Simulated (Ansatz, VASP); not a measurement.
GaN in VASP and in Ansatz

```
Ga N
1.0
     0.00000    2.24895    2.24895
     2.24895    0.00000    2.24895
     2.24895    2.24895    0.00000
Ga N
1 1
Direct
  0.00000 0.00000 0.00000
  0.25000 0.25000 0.25000
```

Alike in both runs: task single point; functional PBE; k mesh 8 × 8 × 8; no spin polarisation.

|  | VASP | Ansatz |
| --- | --- | --- |
| version | VASP 6.6.1 | Ansatz 0.2.0 |
| potentials or method | VASP PAW PBE potentials, release 64 (Ga_d, N) | plane waves, PAW |
| plane-wave cutoff (eV) | 520 | 420 |
| occupations | gaussian, width 0.01 eV | fixed |
| valence electrons in the cell | 18 | 18 |

|  | VASP | Ansatz | Ansatz less VASP |
| --- | --- | --- | --- |
| gap on the k mesh at the Fermi level (eV) | 1.76 | 1.76 | -0.008 |

As with any semilocal functional, this PBE gap is likely too small.
